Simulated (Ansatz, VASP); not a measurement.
**BiSb: VASP beside Ansatz**

Aim: how closely do two programs agree when they are given the same cell, functional and k mesh? The cell is generated by rule, not measured, and may not be a known phase. The cell is taken from a series of VASP runs on this material, whose earlier steps may have relaxed, scaled or displaced it; both programs get it as it stands.

Calculated with Ansatz 0.2.0; plane waves, with VASP 6.6.1 beside it; band structure at PBE, spin-orbit coupling.

The structure was built from a prototype and need not be the compound's stable phase.

### Step 1. The starting structure

It takes space group Fm-3m (No. 225, cubic). Conventional cell: a = 6.300 Å, b = 6.300 Å, c = 6.300 Å, α = 90.00°, β = 90.00°, γ = 90.00°. Sb has 6 Bi at 3.15 Å nearest. Nearest to Bi lie 6 Sb at 3.15 Å. Farther neighbours are not listed.

### Step 2. VASP: band structure, PBE, spin-orbit coupling

With cell and atoms fixed, the geometry can't cause a difference; cores, projectors, grids and the points listed under the comparison can.

Lines of VASP's logs that name or quote its potential files are left out, and so is its time.

Contents of INCAR:

```
SYSTEM = BiSb
PREC = Accurate
ENCUT = 400
EDIFF = 1E-06
NELM = 100
ISMEAR = 0
SIGMA = 0.02
LREAL = .FALSE.
ALGO = Normal
GGA = PE
LNONCOLLINEAR = .TRUE.
MAGMOM = 0 0 0 0 0 0
NBANDS = 32
GGA_COMPAT = .FALSE.
LASPH = .TRUE.
LSORBIT = .TRUE.
LORBIT = 11
LWAVE = .FALSE.
LCHARG = .FALSE.
KPAR = 4
ISIF = 2
```

Contents of POSCAR:

```
BiSb
1.0
    0.0000000000      3.1500000000      3.1500000000
    3.1500000000      0.0000000000      3.1500000000
    3.1500000000      3.1500000000      0.0000000000
Sb Bi
1 1
Direct
    0.0000000000      0.0000000000      0.0000000000
    0.5000000000      0.5000000000      0.5000000000
```

Contents of KPOINTS:

```
Automatic mesh
0
Gamma
8 8 8
0 0 0
```

Contents of KPOINTS_OPT:

```
Line mode
16
Line-mode
Reciprocal
  0.00000000   0.00000000   0.00000000 GAMMA
  0.50000000   0.00000000   0.50000000 X

  0.50000000   0.00000000   0.50000000 X
  0.50000000   0.25000000   0.75000000 W

  0.50000000   0.25000000   0.75000000 W
  0.37500000   0.37500000   0.75000000 K

  0.37500000   0.37500000   0.75000000 K
  0.00000000   0.00000000   0.00000000 GAMMA

  0.00000000   0.00000000   0.00000000 GAMMA
  0.50000000   0.50000000   0.50000000 L

  0.50000000   0.50000000   0.50000000 L
  0.62500000   0.25000000   0.62500000 U

  0.62500000   0.25000000   0.62500000 U
  0.50000000   0.25000000   0.75000000 W

  0.50000000   0.25000000   0.75000000 W
  0.50000000   0.50000000   0.50000000 L

  0.50000000   0.50000000   0.50000000 L
  0.37500000   0.37500000   0.75000000 K

  0.62500000   0.25000000   0.62500000 U
  0.50000000   0.00000000   0.50000000 X
```

Potentials, in the order of the species: Sb and Bi_d (PBE family, release 64).

The run is started by

```console
$ mpirun -np 4 vasp_ncl
```

Numbers of over 12 decimals in the logs are rounded to 6 here.

Log:

```text
[banner, memory and clock lines left out]
running    4 mpi-ranks, on    1 nodes
 distrk:  each k-point on    1 cores,    4 groups
 distr:  one band on    1 cores,    1 groups

 POSCAR found type information on POSCAR SbBi
 POSCAR found :  2 types and       2 ions
 LDA part: xc-table for (Slater+PW92), standard interpolation
 POSCAR, INCAR and KPOINTS ok, starting setup
 FFT: planning ... GRIDC
 FFT: planning ... GRID_SOFT
 FFT: planning ... GRID
 WAVECAR not read
 entering main loop
       N       E                     dE             d eps       ncg     rms          rms(c)
DAV:   1     0.175511323276E+03    0.17551E+03   -0.80610E+03  1872   0.105E+03
DAV:   2     0.787913638945E+01   -0.16763E+03   -0.16295E+03  1984   0.328E+02
DAV:   3    -0.815220936295E+01   -0.16031E+02   -0.15803E+02  2352   0.117E+02
DAV:   4    -0.873743732380E+01   -0.58523E+00   -0.58386E+00  2224   0.250E+01
DAV:   5    -0.876001326742E+01   -0.22576E-01   -0.22574E-01  2664   0.450E+00    0.231E+00
DAV:   6    -0.875250057668E+01    0.75127E-02   -0.32469E-02  2536   0.134E+00    0.136E+00
DAV:   7    -0.875392009388E+01   -0.14195E-02   -0.74584E-03  2488   0.482E-01    0.888E-01
DAV:   8    -0.875466004748E+01   -0.73995E-03   -0.72098E-04  2584   0.192E-01    0.212E-01
DAV:   9    -0.875485964426E+01   -0.19960E-03   -0.28956E-04  2144   0.149E-01    0.329E-02
DAV:  10    -0.875486234469E+01   -0.27004E-05   -0.23677E-05  2184   0.416E-02    0.148E-02
DAV:  11    -0.875486456513E+01   -0.22204E-05   -0.83328E-06  1832   0.169E-02    0.791E-03
DAV:  12    -0.875486504164E+01   -0.47651E-06   -0.67154E-07  1584   0.927E-03
   1 F= -.87548650E+01 E0= -.87546871E+01  d E =-.355849E-03  mag=     0.0000    -0.0000    -0.0000
 Start KPOINTS_OPT (optional k-point list driver)
k-point batch [1-29\160]
       N       E                     dE             ncg
DAV:   1     0.133887411915E+04   -0.98858E+04     1856
DAV:   2    -0.361862941667E+04   -0.49575E+04     1960
DAV:   3    -0.408713788209E+04   -0.46851E+03     2456
DAV:   4    -0.410260127544E+04   -0.15463E+02     2264
DAV:   5    -0.410319124668E+04   -0.58997E+00     2640
DAV:   6    -0.410320821696E+04   -0.16970E-01     2552
DAV:   7    -0.410320854688E+04   -0.32992E-03     2648
DAV:   8    -0.410320855396E+04   -0.70826E-05     2400
DAV:   9    -0.410320855412E+04   -0.16243E-06     1440
[...]
k-point batch [146-160\160]
       N       E                     dE             ncg
DAV:   1     0.764375456436E+04   -0.77259E+04      960
DAV:   2     0.507882377400E+04   -0.25649E+04      960
DAV:   3     0.484741153738E+04   -0.23141E+03     1280
DAV:   4     0.483990683088E+04   -0.75047E+01     1232
DAV:   5     0.483967746429E+04   -0.22937E+00     1344
DAV:   6     0.483966915979E+04   -0.83045E-02     1360
DAV:   7     0.483966904454E+04   -0.11525E-03     1368
DAV:   8     0.483966904084E+04   -0.36978E-05     1240
DAV:   9     0.483966904076E+04   -0.78027E-07      824
```

From OUTCAR (step 2):

```text
ion  position               nearest neighbor table
   1  0.000  0.000  0.000-   2 3.15   2 3.15   2 3.15   2 3.15   2 3.15   2 3.15
   2  0.500  0.500  0.500-   1 3.15   1 3.15   1 3.15   1 3.15   1 3.15   1 3.15

  LATTYP: Found a face centered cubic cell.
 ALAT       =     6.3000000000

 Subroutine GETGRP returns: Found 48 space group operations
 (whereof 48 operations were pure point group operations)

The static configuration has the point symmetry O_h .

 Found     29 irreducible k-points:

   k-points           NKPTS =     29   k-points in BZ     NKDIM =     29   number of bands    NBANDS=     32

   dimension x,y,z NGX =    30 NGY =   30 NGZ =   30
   dimension x,y,z NGXF=    60 NGYF=   60 NGZF=   60

   ENCUT  =  400.0 eV  29.40 Ry    5.42 a.u.   7.26  7.26  7.26*2*pi/ulx,y,z

   NELECT =      20.0000    total number of electrons

 k-points in reciprocal lattice and weights: Automatic mesh
   0.00000000  0.00000000  0.00000000       0.002
   0.12500000  0.00000000  0.00000000       0.016
   0.25000000  0.00000000  0.00000000       0.016
   0.37500000  0.00000000  0.00000000       0.016
   0.50000000  0.00000000  0.00000000       0.008
   0.12500000  0.12500000  0.00000000       0.012
   0.25000000  0.12500000  0.00000000       0.047
   0.37500000  0.12500000  0.00000000       0.047
   0.50000000  0.12500000  0.00000000       0.047
[...]
-0.37500000  0.50000000  0.12500000       0.023
  -0.25000000  0.50000000  0.25000000       0.012

 average (electrostatic) potential at core
       1 -85.5637       2-103.6930

 E-fermi :   6.9809

 k-point     1 :       0.0000    0.0000    0.0000
  band No.  band energies     occupation
    ...
     16       4.6091      1.00000
     17       6.0708      1.00000
     18       6.0708      1.00000
     19       6.0708      1.00000
     20       6.0708      1.00000
     21       9.2546      0.00000
     22       9.2546      0.00000
     23      11.0301      0.00000
     24      11.0301      0.00000
     25      11.0301      0.00000
    ...

 k-point     2 :       0.1250    0.0000    0.0000
  band No.  band energies     occupation
    ...
     16       4.7695      1.00000
     17       6.1079      1.00000
     18       6.1079      1.00000
     19       6.2322      1.00000
     20       6.2322      1.00000
     21       8.7817      0.00000
     22       8.7817      0.00000
     23      10.2886      0.00000
     24      10.2886      0.00000
     25      10.3266      0.00000
    ...

 k-point     3 :       0.2500    0.0000    0.0000
  band No.  band energies     occupation
    ...
     16       5.0632      1.00000
     17       6.2525      1.00000
     18       6.2525      1.00000
     19       6.5227      1.00000
     20       6.5227      1.00000
     21       7.8421      0.00000
     22       7.8421      0.00000
     23       9.1070      0.00000
     24       9.1070      0.00000
     25       9.1311      0.00000
    ...

  Total        1.1986166      1.1986166      1.1986166      0.0000000     -0.0000000      0.0000000
  in kB       30.7205665     30.7205665     30.7205665      0.0000000     -0.0000000      0.0000000
  external PRESSURE =      30.7205665 kB  Pullay stress =       0.0000000 kB

  energy-cutoff  :      400.00
  volume of cell :       62.51
      direct lattice vectors                 reciprocal lattice vectors
     0.000000000  3.150000000  3.150000000    -0.158730159  0.158730159  0.158730159
     3.150000000  0.000000000  3.150000000     0.158730159 -0.158730159  0.158730159
     3.150000000  3.150000000  0.000000000     0.158730159  0.158730159 -0.158730159

 POSITION                                       TOTAL-FORCE (eV/Angst)
 -----------------------------------------------------------------------------------
      0.00000      0.00000      0.00000        -0.000000     -0.000000     -0.000000
      3.15000      3.15000      3.15000         0.000000      0.000000      0.000000
 -----------------------------------------------------------------------------------
    total drift:                                0.000000      0.000000      0.000000

  FREE ENERGIE OF THE ION-ELECTRON SYSTEM (eV)
  ---------------------------------------------------
  free  energy   TOTEN  =        -8.7548650416 eV

  energy  without entropy=       -8.7545091922  energy(sigma->0) =       -8.75468712

 Spin-Orbit-Coupling matrix elements
 Ion:    1  E_soc:     -0.1553898
 Ion:    2  E_soc:     -1.5851736

 total charge
# of ion       s       p       d       tot
------------------------------------------
    1        1.205   1.177   0.027   2.409
    2        1.542   1.302   9.933  12.777
--------------------------------------------------
tot          2.747   2.478   9.960  15.185

 magnetization (x)
# of ion       s       p       d       tot
------------------------------------------
    1       -0.000  -0.000   0.000  -0.000
    2        0.000   0.000  -0.000   0.000
--------------------------------------------------
tot          0.000  -0.000  -0.000   0.000

 magnetization (y)
# of ion       s       p       d       tot
------------------------------------------
    1        0.000  -0.000   0.000   0.000
    2       -0.000   0.000  -0.000  -0.000
--------------------------------------------------
tot          0.000  -0.000  -0.000  -0.000

 magnetization (z)
# of ion       s       p       d       tot
------------------------------------------
    1       -0.000   0.000   0.000  -0.000
    2        0.000  -0.000   0.000   0.000
--------------------------------------------------
tot          0.000  -0.000   0.000   0.000

[... 3 further parts left out ...]
```

The run ends at a pressure of 3.07 GPa.

### Step 3. Ansatz: band structure, PBE, spin-orbit coupling

Ansatz runs on its fully relativistic PAW (standard-fr) files.

The same cell, functional, mesh and smearing now go to Ansatz, which takes its cutoff from its data sets.

Contents of input.yaml:

```yaml
crystal:
  lattice:
    - [0.0, 3.15, 3.15]
    - [3.15, 0.0, 3.15]
    - [3.15, 3.15, 0.0]
  atoms:
    - { symbol: Sb, position: [0.0, 0.0, 0.0] }
    - { symbol: Bi, position: [0.5, 0.5, 0.5] }
hamiltonian:
  xc: pbe
  pseudopotentials: { kind: paw_fr }
magnetization:
  noncollinear: true
  spin_orbit: true
kpoints:
  mp_grid: { grid: [8, 8, 8] }
  band_path:
    path:
      - [0.0, 0.0, 0.0]
      - [0.16667, 0.0, 0.16667]
      - [0.33333, 0.0, 0.33333]
      - [0.5, 0.0, 0.5]
      - [0.5, 0.08333, 0.58333]
      - [0.5, 0.18333, 0.68333]
      - [0.5, 0.25, 0.75]
      - [0.45, 0.3, 0.75]
      - [0.40833, 0.34167, 0.75]
      - [0.35, 0.35, 0.7]
      - [0.225, 0.225, 0.45]
      - [0.075, 0.075, 0.15]
      - [0.03333, 0.03333, 0.03333]
      - [0.23333, 0.23333, 0.23333]
      - [0.4, 0.4, 0.4]
      - [0.51667, 0.46667, 0.51667]
      - [0.55833, 0.38333, 0.55833]
      - [0.60833, 0.28333, 0.60833]
      - [0.60833, 0.25, 0.64167]
      - [0.55833, 0.25, 0.69167]
      - [0.51667, 0.25, 0.73333]
      - [0.5, 0.3, 0.7]
      - [0.5, 0.38333, 0.61667]
      - [0.5, 0.48333, 0.51667]
      - [0.475, 0.475, 0.55]
      - [0.425, 0.425, 0.65]
      - [0.38333, 0.38333, 0.73333]
      - [0.59167, 0.18333, 0.59167]
      - [0.55, 0.1, 0.55]
      - [0.5, 0.0, 0.5]
    npoints: 1
scf:
  occupations: { method: gaussian, width: 0.02 }
  n_extra_bands: 14
output:
  forces: true
  stress: true
  eigenvalues: true
  write_density: true
  write_potential: true
  elf: true
  volumetric_format: npy
```

The run is started by

```console
$ ansatz run input.yaml --threads 2 --pin off --max-ram 4608MiB --backend cpu --events-out ev --progress --plain --runs-dir out
```

Log:

```text
scf.n_extra_bands = 14 over 30 filled bands (N_el = 30.0): the run solves 44 bands
Engine: ansatz 0.2.0, aarch64-unknown-linux-gnu
Pseudopotentials: kind: paw_fr
Pseudopotential: Sb, paw_fr, valence charge 15, recommended cutoff 420 eV (normal), Sb.paw.azcp#standard-fr
Pseudopotential: Bi, paw_fr, valence charge 15, recommended cutoff 420 eV (normal), Bi.paw.azcp#standard-fr
Functional definition: PBE
  parameter kappa = 0.804
  parameter beta = 0.066725
  exchange = pbe_x(kappa = kappa, mu = beta*pi^2/3)
  correlation = pbe_c(beta = beta)
non-collinear run that drives no moment, with spin-orbit: no starting moment large enough to seed its density (crystal.atoms[].spin), no starting occupations that ask for one, no magnetisation constraint and no magnetic field, so the semilocal B_xc is pinned to zero
Crystal: 2 atoms, lattice volume = 62.512 Å³
Basis set: ecut = 420 eV, 1243 PW (Γ), exchange–correlation on 60×60×60 points (8 copies of the dense FFT grid, shifted against one another)
Bands: 44, of which v1, the nominal top of the filled ones, is band 30 counted from 1 (29 counted from 0)
Symmetry: 48 space group operations + 48 with time reversal
Magnetic group: BNS 225.117 (UNI 1619), of the structure as read, at distance tolerance 4.0e-5 Å
k-points: 29 of 512
Projection manifold: j_resolved (fully-relativistic pseudo-atomic orbitals)
Non-local potential: Sb, projectors of the file, l = 0: 2, l = 1: 4, l = 2: 4, l = 3: 4
Non-local potential: Bi, projectors of the file, l = 0: 2, l = 1: 4, l = 2: 4, l = 3: 4
PAW form: soft (Blöchl's): semilocal exchange-correlation on the pseudo side does not see the compensation charge
PAW one-centre angular grid: Sb, 590 points (default); XC on 96 Gauss nodes
PAW one-centre angular grid: Bi, 590 points (default); XC on 96 Gauss nodes
Initial density: superposition of atomic densities (chi_scale 0.1, normalization cell, long waves kept (reshape's long-wave potential 0.00 eV rms))
Initial wavefunctions: pseudopotential atomic-orbital guess
Functional: x = pbe(κ = 0.804, μ = 0.219515), c = pbe(β = 0.066725)
SCF iter   1: F=—  HF=-18925.154184 eV  |F-HF|=—  |Δ(HF+E_count)|=         —  Δρ=1.01e-2  dr2=6.32e-2  dr2_m=0.00e0 (ungated)  ethr=3.10e-3  |M|=0.00e0 ∫|m|=0.00e0 μB  |m|>n=0.0e0 m-floor=0.0e0 τ_xc=0.0e0  β_m=0.30  ⟨swp⟩=8.3  Hψ=3347  notcnv=0  defer=44
preconditioner: auto → none  [insulator: Δε(μ)=0.035 eV  Ē_g=11.138 eV  σ=0.020 eV  W_gap=0.71  n_scr=14 (ndim 8)  ℏωp=14.9 eV  f_vac=0.000  D(μ)=1.02/eV (n_scr^D=0)  ε∞_Penn≈2.8]
SCF iter   2: F=—  HF=-18925.154395 eV  |F-HF|=—  |Δ(HF+E_count)|=   2.12e-4  Δρ=6.77e-3  dr2=2.44e-2  dr2_m=0.00e0 (ungated)  ethr=2.11e-4  |M|=0.00e0 ∫|m|=0.00e0 μB  |m|>n=0.0e0 m-floor=0.0e0 τ_xc=0.0e0  β_m=0.52  ⟨swp⟩=2.0  Hψ=847  notcnv=0  defer=222
SCF iter   3: F=—  HF=-18925.159547 eV  |F-HF|=—  |Δ(HF+E_count)|=   5.15e-3  Δρ=2.33e-3  dr2=3.81e-3  dr2_m=0.00e0 (ungated)  ethr=8.12e-5  |M|=0.00e0 ∫|m|=0.00e0 μB  |m|>n=0.0e0 m-floor=0.0e0 τ_xc=0.0e0  β_m=0.49  ⟨swp⟩=2.0  Hψ=1035  notcnv=0  defer=222
SCF iter   4: F=—  HF=-18925.159350 eV  |F-HF|=—  |Δ(HF+E_count)|=   1.97e-4  Δρ=6.55e-4  dr2=1.68e-4  dr2_m=0.00e0 (ungated)  ethr=1.27e-5  |M|=0.00e0 ∫|m|=0.00e0 μB  |m|>n=0.0e0 m-floor=0.0e0 τ_xc=0.0e0  β_m=0.69  ⟨swp⟩=2.0  Hψ=731  notcnv=0  defer=222
SCF iter   5: F=—  HF=-18925.159341 eV  |F-HF|=—  |Δ(HF+E_count)|=   8.80e-6  Δρ=2.52e-4  dr2=3.88e-5  dr2_m=0.00e0 (ungated)  ethr=5.60e-7  |M|=0.00e0 ∫|m|=0.00e0 μB  |m|>n=0.0e0 m-floor=0.0e0 τ_xc=0.0e0  β_m=0.57  ⟨swp⟩=2.0  Hψ=962  notcnv=0  defer=222
SCF iter   6: F=—  HF=-18925.159319 eV  |F-HF|=—  |Δ(HF+E_count)|=   2.26e-5  Δρ=6.54e-5  dr2=2.58e-6  dr2_m=0.00e0 (ungated)  ethr=1.29e-7  |M|=0.00e0 ∫|m|=0.00e0 μB  |m|>n=0.0e0 m-floor=0.0e0 τ_xc=0.0e0  β_m=0.78  ⟨swp⟩=2.6  Hψ=1032  notcnv=0  defer=222
SCF iter   7: F=-18925.159317 eV  HF=-18925.159317 eV  |F-HF|=7.28e-9  |Δ(HF+E_count)|=   1.34e-6  Δρ=6.58e-6  dr2=2.32e-8  dr2_m=0.00e0 (ungated)  ethr=3.33e-10  |M|=0.00e0 ∫|m|=0.00e0 μB  |m|>n=0.0e0 m-floor=0.0e0 τ_xc=0.0e0  ⟨swp⟩=15.6  Hψ=5525  notcnv=0
SCF 1 converged in 7 iterations: F = -18925.159317 eV  dr2 = 2.32e-8
  greatest PAW one-centre occupation: 0.995 electrons in one spin orbital (limit 2), on the Sb atom at site 0 (counted from 0), in its partial waves of l = 2
NSCF: frozen V_eff on 30 k-points
SCF converged after 7 iterations
Magnetization: |M| = 0.0000 μB,  M = (+0.0000, +0.0000, +0.0000) μB
Absolute magnetization: 0.0000 μB (∫|m|)
  site 0: m = (+0.0000, +0.0000, +0.0000) μB, |m| = 0.0000 μB  (R = 1.30 Å)
  site 1: m = (+0.0000, +0.0000, +0.0000) μB, |m| = 0.0000 μB  (R = 1.30 Å)
Free energy (F): -18925.159317 eV
Harris-Foulkes:  -18925.159317 eV  (|F-HF|=7.28e-9)
Internal energy: -18925.159082 eV  (E = F + TS)
E sigma→0 (E₀):  -18925.159200 eV
Entropy (-TS):   -0.000235 eV (-0.118 meV/atom)
Fermi energy:    10.231865 eV
--- Per-component energies (eV) ---
  E_band       = -257.403314
  E_kinetic    = 511.415227
  E_local      = -3065.563092  (includes V_loc(G=0)·N_el)
  E_nonlocal   = 923.642644
  E_hartree    = 1198.224945
  E_xc         = -290.701036
  E_vxc        = -241.436215  (∫ρ·V_xc dr)
  E_paw        = -15283.886122  (= ΣΔE_a)
  E_vpaw       = -781.902859  (= ΣTr[D̂ρ^β])
  E_aug_tail   = -0.000375  (compensation charges beyond the density's cutoff)
  E_ewald      = -2918.291273
  E_smearing   = -0.000235  (= −TS)
  E_closure    = 0.000000  (closes the sum)
  Σ components = -18925.159317   (vs F -18925.159317, Δ=0.00e0)
--- Forces (eV/Å), atoms counted from 1 ---
  atom   1  Sb    -0.00000000    -0.00000000    -0.00000000
  atom   2  Bi     0.00000000    -0.00000000     0.00000000
  max |Σ_I F_I| component: 1.02e-28 eV/Å
--- Stress (GPa, compression-positive) ---
        3.153835       0.000000       0.000000
        0.000000       3.153835      -0.000000
       -0.000000       0.000000       3.153835
  P = ⅓ Tr σ = 3.1538 GPa (31.538 kbar)
--- Band table (eV; the first three rows and the last of 29) ---
  k-point 0: bands = [... 26 lower, 9.3345, 9.3345, 9.3345, 9.3345, 12.3872, 12.3872, 14.2983, 14.2983, ... 10 higher]
  k-point 1: bands = [... 26 lower, 9.3713, 9.3713, 9.4973, 9.4973, 11.9304, 11.9304, 13.5581, 13.5581, ... 10 higher]
  k-point 2: bands = [... 26 lower, 9.5151, 9.5151, 9.7897, 9.7897, 11.0136, 11.0136, 12.3766, 12.3766, ... 10 higher]
  k-point 28: bands = [... 26 lower, 5.9360, 5.9360, 10.4205, 10.4205, 10.6569, 10.6569, 15.6106, 15.6106, ... 10 higher]
```

Wall time 56 s (2 threads of Arm Neoverse N1, shared host); peak memory 0.55 GiB; 53 s of CPU time.

The column dr2 measures how far the density is from self-consistency, as an energy; F and HF (Harris–Foulkes) agree once it is small.

### Step 4. Comparison

Known differences besides the potentials themselves: spin-orbit coupling enters by fully relativistic files in Ansatz and inside the spheres in VASP; the data sets hold 30 valence electrons in Ansatz (fully relativistic PAW (standard-fr) files) and 20 in VASP; the cutoff is 420 eV in Ansatz and 400 eV in VASP. Total energies have different zeros and are not compared.

Both answers:

| quantity | Ansatz | VASP | difference |
| --- | --- | --- | --- |
| pressure (GPa) | 3.15 | 3.07 | +0.08 |

Levels from 3 eV below to 2 eV above the Fermi level differ by 44 meV r.m.s. and 125 meV at most; each VASP level is matched to the nearest of Ansatz, which flatters the figure a little. Ansatz's pressure holds a Pulay correction of 0.03 GPa; VASP's holds none.

### Step 5. Summary of results

| Quantity | Value |
| --- | --- |
| r.m.s. difference of levels near the Fermi level (band structure, PBE, spin-orbit coupling) | 44 meV |

In words: The r.m.s. difference of levels near the Fermi level is 44 meV (band structure, PBE, spin-orbit coupling), within the 80 meV picked in this series as the mark of a large difference. 1 further run of this series is not shown here. How closely two codes agree says nothing of how well the functional describes the real material.

[Lines on the potential files, build, host, timing and source positions are cut from VASP's logs without a mark.]

[Logs are printed without paths, hosts, clocks, repeated set-up lines and the standing remarks that a program may print on its own settings, such as how far it seeks lower states.]

[Hosts, paths, dates, database ids (printed as entryN), source tags and the programs' standing remarks are cut or masked in the printed files.]
